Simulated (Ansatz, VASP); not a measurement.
One calculation of CdS, two programs

File INCAR:

```
SYSTEM = CdS
PREC = Accurate
ENCUT = 520
EDIFF = 1E-6
ISMEAR = 0
SIGMA = 0.1
LREAL = .FALSE.
LASPH = .TRUE.
NELM = 80
ALGO = Normal
ISIF = 2
LWAVE = .FALSE.
LCHARG = .TRUE.
GGA = CA
LELF = .TRUE.
LVHAR = .TRUE.
NBANDS = 16
```

Contents of KPOINTS:

```
regular mesh
0
G
  6 6 6
  0 0 0
```

File POSCAR:

```
CdS
1.0
    0.0000000000      2.9429534600      2.9429534600
    2.9429534600      0.0000000000      2.9429534600
    2.9429534600      2.9429534600      0.0000000000
Cd S
1 1
Direct
    0.0000000000      0.0000000000      0.0000000000
    0.7500000000      0.7500000000      0.7500000000
```

Input for Ansatz:

```yaml
crystal:
  lattice:
    - [0.0, 2.94295346, 2.94295346]
    - [2.94295346, 0.0, 2.94295346]
    - [2.94295346, 2.94295346, 0.0]
  atoms:
    - { symbol: Cd, position: [0.0, 0.0, 0.0] }
    - { symbol: S, position: [0.75, 0.75, 0.75] }
basis:
  ecutwfc: 420
kpoints:
  mp_grid: { grid: [6, 6, 6] }
hamiltonian:
  xc: lda
  pseudopotentials: { kind: paw, azcp: { folder: soft_1 } }
scf:
  occupations: { method: gaussian, width: 0.1 }
output:
  forces: true
  stress: true
  eigenvalues: true
```

The cell is a database's computed one.

Alike in both runs: task single point; functional LDA; k mesh 6 × 6 × 6; occupations gaussian, width 0.1 eV; no spin polarisation.

```csv
,VASP,Ansatz
version,VASP 6.6.1,Ansatz 0.2.0
potentials or method,"VASP PAW LDA potentials, release 64 (Cd, S)","scalar-relativistic, plane waves, PAW"
plane-wave cutoff (eV),520,420
valence electrons in the cell,18,26
```

Ansatz gave:

| Item | Value |
| --- | --- |
| gap on the k mesh at the Fermi level (eV) | 0.80 |
| least direct gap on the mesh (eV) | 0.80 |
| pressure (GPa) | -3.9 |

Problem. Which values does VASP return?

Solution. gap on the k mesh at the Fermi level (eV): 0.83; least direct gap on the mesh (eV): 0.83; pressure (GPa): -3.5.

The two sets of potentials don't hold the same shells in valence. Ansatz warned: «pseudo_functional_mismatch».

Expect the measured gap to be larger: semilocal functionals such as LDA lack the derivative discontinuity.
